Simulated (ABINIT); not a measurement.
# NaH (Fm-3m) in ABINIT: convergence with cutoff

Aim: find how far cutoff must go before the results for NaH settle, at LDA. This setting moves, with any that are tied to it; all else stays.

Program: ABINIT 10.8.3 (patched build). These are calculated values, not measurements. Logs are shortened: lines on timing, memory, paths and dates and some standing lists are left out, and cuts for length are marked. The log counts tension as positive stress, the text compression.

## Step 1: The structure

Symmetry: Fm-3m, No. 225, cubic system. Conventional cell: a = 4.880 Å, b = 4.880 Å, c = 4.880 Å, α = 90.00°, β = 90.00°, γ = 90.00°. Na (site symmetry m-3m) has 6 H at 2.44 Å as nearest neighbours. Around H (site symmetry m-3m) lie 6 Na at 2.44 Å.

## Step 2: With cutoff 16 Ha

run.abi

```
pp_dirpath "./"
pseudos "Na.LDA_PW-JTH.xml, H.LDA_PW-JTH.xml"

acell 3*1.0 Angstrom
rprim
     0.0000000000     2.4400000000     2.4400000000
     2.4400000000     0.0000000000     2.4400000000
     2.4400000000     2.4400000000     0.0000000000
ntypat 2
znucl 11 1
natom 2
typat 1 2
xred
     0.0000000000     0.0000000000     0.0000000000
     0.5000000000     0.5000000000     0.5000000000

ecut 16.0
pawecutdg 96.0

kptopt 1
ngkpt 9 9 9
nshiftk 1
shiftk 0.0 0.0 0.0

ixc 7

nband 9
occopt 3
tsmear 0.05 eV

nstep 100
tolvrs 1.0e-9

iomode 3
prtwf 0
prtden 0
prteig 0
prtebands 0
```

Potentials or basis: JTH PAW LDA v2.0.

Launch:

```
$ abinit run.abi > log 2>&1
```

run.abo:

```text
.Version 10.8.3 of ABINIT
 Symmetries : space group Fm -3 m (#225); Bravais cF (face-center cubic)
================================================================================
 Values of the parameters that define the memory need of the present run
     intxc =       0    ionmov =       0      iscf =      17    lmnmax =       8
     lnmax =       4     mgfft =      24  mpssoang =       2    mqgrid =    3001
     natom =       2  nloc_mem =       2    nspden =       1   nspinor =       1
    nsppol =       1      nsym =      48    n1xccc =       1    ntypat =       2
    occopt =       3   xclevel =       1
       mpw =         612          nfft =       13824          nkpt =          35
 PAW method is used; the additional fine FFT grid is defined by:
   mgfftf=        60    nfftf =    216000
================================================================================
================================================================================

--------------------------------------------------------------------------------
------------- Echo of variables that govern the present computation ------------
--------------------------------------------------------------------------------
 -outvars: echo values of preprocessed input variables --------
            acell      1.8897261259E+00  1.8897261259E+00  1.8897261259E+00 Bohr
              amu      2.29897680E+01  1.00794000E+00
             ecut      1.60000000E+01 Hartree
              ixc           7
         kptrlatt        9    0    0      0    9    0      0    0    9
          kptrlen      5.86875799E+01
            natom           2
            nband           9
            ngfft          24      24      24
          ngfftdg          60      60      60
             nkpt          35
            nstep         100
             nsym          48
           ntypat           2
           occopt           3
        pawecutdg      9.60000000E+01 Hartree
           prtden           0
        prtebands           0
           prteig           0
            prtwf           0
            rprim      0.0000000000E+00  2.4400000000E+00  2.4400000000E+00
                       2.4400000000E+00  0.0000000000E+00  2.4400000000E+00
                       2.4400000000E+00  2.4400000000E+00  0.0000000000E+00
          spgroup         225
           tolvrs      1.00000000E-09
           tsmear      1.83746611E-03 Hartree
            typat      1  2
           useylm           1
           xangst      0.0000000000E+00  0.0000000000E+00  0.0000000000E+00
                       2.4400000000E+00  2.4400000000E+00  2.4400000000E+00
            xcart      0.0000000000E+00  0.0000000000E+00  0.0000000000E+00
                       4.6109317472E+00  4.6109317472E+00  4.6109317472E+00
             xred      0.0000000000E+00  0.0000000000E+00  0.0000000000E+00
                       5.0000000000E-01  5.0000000000E-01  5.0000000000E-01
            znucl       11.00000    1.00000

================================================================================

[... 118 lines left out ...]

 ----iterations are completed or convergence reached----

 Mean square residual over all n,k,spin=   42.117E-09; max=  12.052E-06
 reduced coordinates (array xred) for    2 atoms
       0.000000000000      0.000000000000      0.000000000000
       0.500000000000      0.500000000000      0.500000000000
 rms dE/dt=  0.0000E+00; max dE/dt=  0.0000E+00; dE/dt below (all hartree)
    1       0.000000000000      0.000000000000      0.000000000000
    2       0.000000000000      0.000000000000      0.000000000000

 cartesian coordinates (angstrom) at end:
    1      0.00000000000000     0.00000000000000     0.00000000000000
    2      2.44000000000000     2.44000000000000     2.44000000000000

 cartesian forces (hartree/bohr) at end:
    1     -0.00000000000000    -0.00000000000000    -0.00000000000000
    2     -0.00000000000000    -0.00000000000000    -0.00000000000000
 frms,max,avg= 0.0000000E+00 0.0000000E+00   0.000E+00  0.000E+00  0.000E+00 h/b

 cartesian forces (eV/Angstrom) at end:
    1     -0.00000000000000    -0.00000000000000    -0.00000000000000
    2     -0.00000000000000    -0.00000000000000    -0.00000000000000
 frms,max,avg= 0.0000000E+00 0.0000000E+00   0.000E+00  0.000E+00  0.000E+00 e/A
 length scales=  1.889726125908  1.889726125908  1.889726125908 bohr
              =  1.000000000000  1.000000000000  1.000000000000 angstroms
 Fermi (or HOMO) energy (hartree) =   0.00528   Average Vxc (hartree)=  -0.28994
 Eigenvalues (hartree) for nkpt=  35  k points:
 kpt#   1, nband=  9, wtk=  0.00137, kpt=  0.0000  0.0000  0.0000 (reduced coord)
  -1.89985   -0.88774   -0.88774   -0.88774   -0.20426    0.30415    0.49144    0.49144
   0.49144
      occupation numbers for kpt#   1
   2.00000    2.00000    2.00000    2.00000    2.00000    0.00000    0.00000    0.00000
   0.00000
 prteigrs : prtvol=0 or 1, do not print more k-points.

--- !EnergyTerms
iteration_state     : {dtset: 1, }
comment             : Components of total free energy in Hartree
kinetic             :  9.53860796059774E+00
hartree             :  1.72092891671732E+01
xc                  : -2.93728521190688E+00
Ewald energy        : -2.14476110085295E+01
psp_core            :  9.04217059927588E-01
local_psp           : -3.77612765890929E+01
PAW spherical_terms : -1.41302463669920E+01
internal            : -4.86243049888228E+01
'-kT*entropy'       :  7.83294257490862E-16
total_energy        : -4.86243049888228E+01
total_energy_eV     : -1.32313474399324E+03
...

--- !EnergyTermsDC
iteration_state     : {dtset: 1, }
comment             : '"Double-counting" decomposition of free energy'
band_energy         : -9.35432783522421E+00
Ewald energy        : -2.14476110085295E+01
psp_core            :  9.04217059927588E-01
xc_dc               : -1.62996022096699E+01
PAW spherical_terms : -2.42698083016420E+00
internal            : -4.86243048236602E+01
'-kT*entropy'       :  7.83294257490862E-16
total_energy_dc     : -4.86243048236602E+01
total_energy_dc_eV  : -1.32313473949894E+03
...

--- !EnergyTermsWithPAWCore
iteration_state     : {dtset: 1, }
comment             : 'Components of total free energy, including PAW core contributions'
Total energy        : -1.62291291694889E+02
Total energy DC     : -1.62291291529727E+02
Total energy (eV)   : -4.41617102266880E+03
Total energy DC (eV): -4.41617101817450E+03
...

 Cartesian components of stress tensor (hartree/bohr^3)
  sigma(1 1)=  2.48230709E-04  sigma(3 2)=  0.00000000E+00
  sigma(2 2)=  2.48230709E-04  sigma(3 1)=  0.00000000E+00
  sigma(3 3)=  2.48230709E-04  sigma(2 1)=  0.00000000E+00

-Cartesian components of stress tensor (GPa)         [Pressure= -7.3032E+00 GPa]
- sigma(1 1)=  7.30319959E+00  sigma(3 2)=  0.00000000E+00
- sigma(2 2)=  7.30319959E+00  sigma(3 1)=  0.00000000E+00
- sigma(3 3)=  7.30319959E+00  sigma(2 1)=  0.00000000E+00

== END DATASET(S) ==============================================================
================================================================================

 -outvars: echo values of variables after computation  --------
            acell      1.8897261259E+00  1.8897261259E+00  1.8897261259E+00 Bohr
           etotal     -4.8624304824E+01
            fcart     -0.0000000000E+00 -0.0000000000E+00 -0.0000000000E+00
                      -0.0000000000E+00 -0.0000000000E+00 -0.0000000000E+00
            rprim      0.0000000000E+00  2.4400000000E+00  2.4400000000E+00
                       2.4400000000E+00  0.0000000000E+00  2.4400000000E+00
                       2.4400000000E+00  2.4400000000E+00  0.0000000000E+00
           strten      2.4823070864E-04  2.4823070864E-04  2.4823070864E-04
                       0.0000000000E+00  0.0000000000E+00  0.0000000000E+00
           xangst      0.0000000000E+00  0.0000000000E+00  0.0000000000E+00
                       2.4400000000E+00  2.4400000000E+00  2.4400000000E+00
             xred      0.0000000000E+00  0.0000000000E+00  0.0000000000E+00
                       5.0000000000E-01  5.0000000000E-01  5.0000000000E-01
 Calculation completed.
```

Run time: 5.3 s. Hardware: 1 thread of Arm Neoverse V2, shared host; peak memory 0.09 GiB.

What came out:

- Free energy: -1323.1347 eV
- Band gap on the k mesh: 3.67 eV, indirect (least direct gap 4.43 eV)
- Valence electrons inside the program's atomic spheres: Na 7.62; H 0.40

## Step 3: With cutoff 20 Ha

run.abi, as its differences from that of step 2:

```diff
@@ -16,3 +16,3 @@
 
-ecut 16.0
+ecut 20.0
 pawecutdg 96.0
```

Potentials or basis: JTH PAW LDA v2.0.

Launch:

```
$ abinit run.abi > log 2>&1
```

It took 8.7 s on 1 thread of Arm Neoverse V2, shared host; peak memory 0.09 GiB.

It converged, with:

- Free energy: -1323.2211 eV
- Band gap on the k mesh: 3.67 eV, indirect (least direct gap 4.43 eV)
- Valence electrons inside the program's atomic spheres: Na 7.62; H 0.40

## Step 4: With cutoff 24 Ha

run.abi, as its differences from that of step 3:

```diff
@@ -16,3 +16,3 @@
 
-ecut 20.0
+ecut 24.0
 pawecutdg 96.0
```

Launch:

```
$ abinit run.abi > log 2>&1
```

It took 8.8 s on 1 thread of Arm Neoverse V2, shared host; peak memory 0.1 GiB.

Results (log left out):

```yaml
Free_energy: -1323.2571 eV
Band_gap_on_the_k_mesh: 3.67 eV, indirect (least direct gap 4.43 eV)
Valence_electrons_inside_the_program's_atomic_spheres: Na 7.62; H 0.40
```

## Step 5: With cutoff 28 Ha

run.abi, as its differences from that of step 4:

```diff
@@ -16,3 +16,3 @@
 
-ecut 24.0
+ecut 28.0
 pawecutdg 96.0
```

Launch:

```
$ abinit run.abi > log 2>&1
```

Wall time 11 s (1 thread of Arm Neoverse V2, shared host); peak memory 0.1 GiB.

Results (log left out):

| Quantity | Value |
| --- | --- |
| Free energy | -1323.2996 eV |
| Band gap on the k mesh | 3.67 eV, indirect (least direct gap 4.43 eV) |
| Valence electrons inside the program's atomic spheres | Na 7.62; H 0.40 |

## Step 6: With cutoff 34 Ha

run.abi, as its differences from that of step 5:

```diff
@@ -16,3 +16,3 @@
 
-ecut 28.0
+ecut 34.0
 pawecutdg 96.0
```

Potentials or basis: JTH PAW LDA v2.0.

Launch:

```
$ abinit run.abi > log 2>&1
```

Wall time 14 s (1 thread of Arm Neoverse V2, shared host); peak memory 0.11 GiB.

The run converged. Its results:

```yaml
Free_energy: -1323.3202 eV
Pressure: -2.5 GPa
Band_gap_on_the_k_mesh: 3.67 eV, indirect (least direct gap 4.43 eV)
Valence_electrons_inside_the_program's_atomic_spheres: Na 7.62; H 0.40
```

## Step 7: With cutoff 40 Ha

run.abi, as its differences from that of step 6:

```diff
@@ -16,3 +16,3 @@
 
-ecut 34.0
+ecut 40.0
 pawecutdg 96.0
```

Launch:

```
$ abinit run.abi > log 2>&1
```

Run time: 20 s. Hardware: 1 thread of Arm Neoverse V2, shared host; peak memory 0.12 GiB.

Results (log left out):

```yaml
Free_energy: -1323.3212 eV
Pressure: -2.5 GPa
Band_gap_on_the_k_mesh: 3.67 eV, indirect (least direct gap 4.43 eV)
Valence_electrons_inside_the_program's_atomic_spheres: Na 7.62; H 0.40
```

## Step 8: With cutoff 46 Ha

run.abi, as its differences from that of step 7:

```diff
@@ -16,3 +16,3 @@
 
-ecut 40.0
+ecut 46.0
 pawecutdg 96.0
```

Launch:

```
$ abinit run.abi > log 2>&1
```

Run time: 20 s. Hardware: 1 thread of Arm Neoverse V2, shared host; peak memory 0.12 GiB.

Results (log left out):

* Free energy: -1323.3236 eV
* Pressure: -2.5 GPa
* Band gap on the k mesh: 3.67 eV, indirect (least direct gap 4.43 eV)
* Valence electrons inside the program's atomic spheres: Na 7.62; H 0.40

## Step 9: With cutoff 54 Ha

run.abi, as its differences from that of step 8:

```diff
@@ -16,3 +16,3 @@
 
-ecut 46.0
+ecut 54.0
 pawecutdg 96.0
```

Potentials or basis: JTH PAW LDA v2.0.

Launch:

```
$ abinit run.abi > log 2>&1
```

It took 31 s on 1 thread of Arm Neoverse V2, shared host; peak memory 0.14 GiB.

It converged, with:

- Free energy: -1323.3257 eV
- Pressure: -2.5 GPa
- Band gap on the k mesh: 3.67 eV, indirect (least direct gap 4.43 eV)
- Valence electrons inside the program's atomic spheres: Na 7.62; H 0.40

## Step 10: With cutoff 64 Ha

run.abi, as its differences from that of step 9:

```diff
@@ -16,3 +16,3 @@
 
-ecut 54.0
+ecut 64.0
 pawecutdg 96.0
```

Launch:

```
$ abinit run.abi > log 2>&1
```

Wall time 41 s (1 thread of Arm Neoverse V2, shared host); peak memory 0.15 GiB.

Results (log left out):

| Quantity | Value |
| --- | --- |
| Free energy | -1323.3259 eV |
| Pressure | -2.5 GPa |
| Band gap on the k mesh | 3.67 eV, indirect (least direct gap 4.43 eV) |
| Valence electrons inside the program's atomic spheres | Na 7.62; H 0.40 |

## Step 11: Summary

| cutoff | energy less the tightest run, at zero smearing (meV/atom) | SCF cycles | CPU time (s) | peak memory (GiB) |
| --- | --- | --- | --- | --- |
| 16 Ha | 95.56 | 12 | 5.2 | 0.09 |
| 20 Ha | 52.38 | 12 | 8.6 | 0.09 |
| 24 Ha | 34.36 | 11 | 8.8 | 0.1 |
| 28 Ha | 13.15 | 11 | 11 | 0.1 |
| 34 Ha | 2.84 | 10 | 14 | 0.11 |
| 40 Ha | 2.33 | 11 | 20 | 0.12 |
| 46 Ha | 1.15 | 10 | 20 | 0.12 |
| 54 Ha | 0.10 | 11 | 31 | 0.14 |
| 64 Ha | 0.00 | 12 | 41 | 0.15 |

Against the tightest run, the energy stays within 1 meV/atom from 54 Ha on. The tightest run that finished is the yardstick and may itself not be fully converged.

Caveats: an odd mesh through Γ misses points on the zone boundary, where band edges often lie.
